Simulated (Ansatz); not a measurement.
## MoS2: projected density of states with LDA

MoS2, a slab with vacuum:

```
Mo S
1.0
     3.18402    0.00000    0.00000
    -1.59201    2.75744    0.00000
     0.00000    0.00000   28.38732
Mo S
3 6
Direct
  0.33333 0.66667 0.22816
  0.33333 0.66667 0.77184
  0.66667 0.33333 0.00000
  0.66667 0.33333 0.17349
  0.66667 0.33333 0.71719
  0.33333 0.66667 0.94533
  0.66667 0.33333 0.28281
  0.66667 0.33333 0.82651
  0.33333 0.66667 0.05467
```

| Item | Value |
| --- | --- |
| Program | Ansatz 0.2.0 |
| Task | projected density of states |
| Functional | LDA |
| Potentials or basis | Ansatz PAW |
| Cutoff | 420 eV (not typed: the program's choice for these potentials) |
| k mesh | 10 × 10 × 1 |
| Occupations | fermi-dirac, width 0.05 eV |
| Spin | no spin polarisation |

```json
{"Largest force": "0.396 eV/Å", "Band gap on the k mesh": "1.28 eV, indirect (least direct gap 1.88 eV)"}
```

Forces in eV/Å, atoms in the order of the input:
```
Mo   0.000  0.000 -0.002
Mo   0.000  0.000  0.002
Mo   0.000  0.000  0.000
S    0.000  0.000  0.309
S    0.000  0.000  0.396
S    0.000  0.000  0.309
S    0.000  0.000 -0.396
S    0.000  0.000 -0.309
S    0.000  0.000 -0.309
```

Stress tensor (GPa, compression positive):
```
-4.37  0.00  0.00
 0.00 -4.37  0.00
 0.00  0.00 -2.76
```

Levels at points of the mesh, in eV from the valence-band top:
```csv
k point,band 35,band 36,band 37,band 38,band 39,band 40,band 41,band 42,band 43,band 44
"(0.00, 0.00, 0.00)",-2.01,-1.63,-0.68,-0.28,0.00,2.28,2.28,2.29,2.29,2.29
"(0.00, -0.50, 0.00)",-1.45,-1.42,-1.13,-1.10,-1.08,1.74,1.75,1.76,2.20,2.27
```

States per cell in windows of 0.5 eV (zero at the valence-band top; states under -8 eV left out):
| from (eV) | total | S 3p | Mo 4d | Mo 5s | S 3s | Mo 4p | Mo 4s |
| --- | --- | --- | --- | --- | --- | --- | --- |
| -8.0 | 0.00 | 0.00 | 0.00 | 0.00 | 0.00 | 0.00 | 0.00 |
| -7.5 | 0.00 | 0.00 | 0.00 | 0.00 | 0.00 | 0.00 | 0.00 |
| -7.0 | 0.00 | 0.00 | 0.00 | 0.00 | 0.00 | 0.00 | 0.00 |
| -6.5 | 1.04 | 0.68 | 0.24 | 0.06 | 0.04 | 0.00 | 0.01 |
| -6.0 | 4.72 | 2.81 | 1.58 | 0.14 | 0.09 | 0.02 | 0.02 |
| -5.5 | 3.01 | 1.94 | 0.90 | 0.04 | 0.07 | 0.02 | 0.00 |
| -5.0 | 1.62 | 1.05 | 0.46 | 0.02 | 0.07 | 0.01 | 0.00 |
| -4.5 | 5.42 | 3.24 | 1.46 | 0.18 | 0.41 | 0.04 | 0.02 |
| -4.0 | 4.96 | 3.02 | 1.71 | 0.03 | 0.12 | 0.02 | 0.00 |
| -3.5 | 3.11 | 1.84 | 1.16 | 0.01 | 0.04 | 0.01 | 0.00 |
| -3.0 | 2.64 | 1.48 | 1.07 | 0.01 | 0.02 | 0.01 | 0.00 |
| -2.5 | 5.07 | 3.51 | 1.29 | 0.01 | 0.16 | 0.03 | 0.00 |
| -2.0 | 3.61 | 3.01 | 0.44 | 0.01 | 0.07 | 0.03 | 0.00 |
| -1.5 | 4.27 | 1.72 | 2.33 | 0.04 | 0.07 | 0.01 | 0.00 |
| -1.0 | 2.24 | 0.65 | 1.50 | 0.01 | 0.03 | 0.00 | 0.00 |
| -0.5 | 0.30 | 0.11 | 0.17 | 0.00 | 0.01 | 0.00 | 0.00 |
| 0.0 | 0.00 | 0.00 | 0.00 | 0.00 | 0.00 | 0.00 | 0.00 |
| 0.5 | 0.00 | 0.00 | 0.00 | 0.00 | 0.00 | 0.00 | 0.00 |
| 1.0 | 1.06 | 0.30 | 0.68 | 0.02 | 0.01 | 0.00 | 0.00 |
| 1.5 | 5.80 | 1.75 | 3.76 | 0.05 | 0.07 | 0.00 | 0.00 |
| 2.0 | 6.67 | 2.32 | 3.85 | 0.08 | 0.16 | 0.00 | 0.00 |
| 2.5 | 3.63 | 1.41 | 1.86 | 0.01 | 0.12 | 0.00 | 0.00 |
| 3.0 | 2.23 | 0.96 | 1.04 | 0.00 | 0.09 | 0.00 | 0.00 |
| 3.5 | 3.34 | 1.55 | 1.50 | 0.00 | 0.13 | 0.00 | 0.00 |
| 4.0 | 1.27 | 0.49 | 0.62 | 0.00 | 0.11 | 0.00 | 0.00 |
| 4.5 | 0.00 | 0.00 | 0.00 | 0.00 | 0.00 | 0.00 | 0.00 |
| 5.0 | 0.17 | 0.00 | 0.00 | 0.02 | 0.01 | 0.00 | 0.00 |
| 5.5 | 1.10 | 0.05 | 0.02 | 0.27 | 0.04 | 0.00 | 0.01 |
| 6.0 | 1.80 | 0.09 | 0.04 | 0.35 | 0.06 | 0.00 | 0.01 |
| 6.5 | 2.08 | 0.11 | 0.05 | 0.35 | 0.07 | 0.00 | 0.01 |
| 7.0 | 2.61 | 0.12 | 0.05 | 0.39 | 0.10 | 0.00 | 0.01 |
| 7.5 | 4.15 | 0.21 | 0.08 | 0.57 | 0.11 | 0.00 | 0.01 |

Wall time 15 s on 4 threads of Intel(R) Xeon(R) Platinum 8488C (Sapphire Rapids) (shared host), peak memory 0.96 GiB.

Caveat: the PAW data sets come from PBE, with cores solved anew for the run's functional, which leaves a small shift of forces and pressure; the density of states is complete only up to the lowest level of the last band computed. As with any semilocal functional, this LDA gap is likely too small.
